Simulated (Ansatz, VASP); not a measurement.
# Two plane-wave programs on KI

The input INCAR:

```
SYSTEM = KI
  PREC = Accurate
  ENCUT = 520
  EDIFF = 1E-7
  ISMEAR = -1
  SIGMA = 0.02
  LREAL = .FALSE.
  LASPH = .TRUE.
  NELM = 80
  ALGO = Normal
  ISIF = 2
  LWAVE = .FALSE.
  LCHARG = .FALSE.
  GGA = PE
  NBANDS = 15
```

KPOINTS

```
Automatic mesh
0
G
  6 6 6
  0 0 0
```

The input POSCAR:

```
KI
1.0
    0.0000000000      3.4025128477      3.4025128477
    3.4025128477      0.0000000000      3.4025128477
    3.4025128477      3.4025128477      0.0000000000
K I
1 1
Direct
    0.0000000000      0.0000000000      0.0000000000
    0.5000000000      0.5000000000      0.5000000000
```

Input for Ansatz:

```yaml
crystal:
  lattice:
    - [0.0, 3.4025128477, 3.4025128477]
    - [3.4025128477, 0.0, 3.4025128477]
    - [3.4025128477, 3.4025128477, 0.0]
  atoms:
    - { symbol: K, position: [0.0, 0.0, 0.0] }
    - { symbol: I, position: [0.5, 0.5, 0.5] }
kpoints:
  mp_grid: { grid: [6, 6, 6] }
  band_path:
    path:
      - [0.0, 0.0, 0.0]
      - [0.5, 0.0, 0.5]
      - [0.625, 0.25, 0.625]
      - [0.375, 0.375, 0.75]
      - [0.5, 0.5, 0.5]
      - [0.5, 0.25, 0.75]
    npoints: 1
hamiltonian:
  xc: pbe
scf:
  occupations: { method: fermi_dirac, width: 0.02 }
  n_extra_bands: 4
output:
  forces: true
  stress: true
  eigenvalues: true
```

Change from the starting cell: hydrostatic strain -4.0%.

Alike in both runs: task single point; functional PBE; k mesh 6 × 6 × 6; occupations fermi-dirac, width 0.02 eV; no spin polarisation.

|  | VASP | Ansatz |
| --- | --- | --- |
| version | VASP 6.6.1 | Ansatz 0.2.0 |
| potentials or method | VASP PAW PBE potentials, release 64 (K_sv, I) | plane waves, PAW |
| plane-wave cutoff (eV) | 520 | 420 |
| valence electrons in the cell | 16 | 26 |

|  | VASP | Ansatz | Ansatz less VASP |
| --- | --- | --- | --- |
| gap on the k mesh at the Fermi level (eV) | 4.25 | 4.25 | +0.005 |
| pressure (GPa) | 2.6 | 2.5 | -0.05 |

The two sets of potentials don't hold the same shells in valence.

Caveats: spin-orbit coupling is left out, which moves the levels of the heavy elements. A k mesh can miss the band edges.
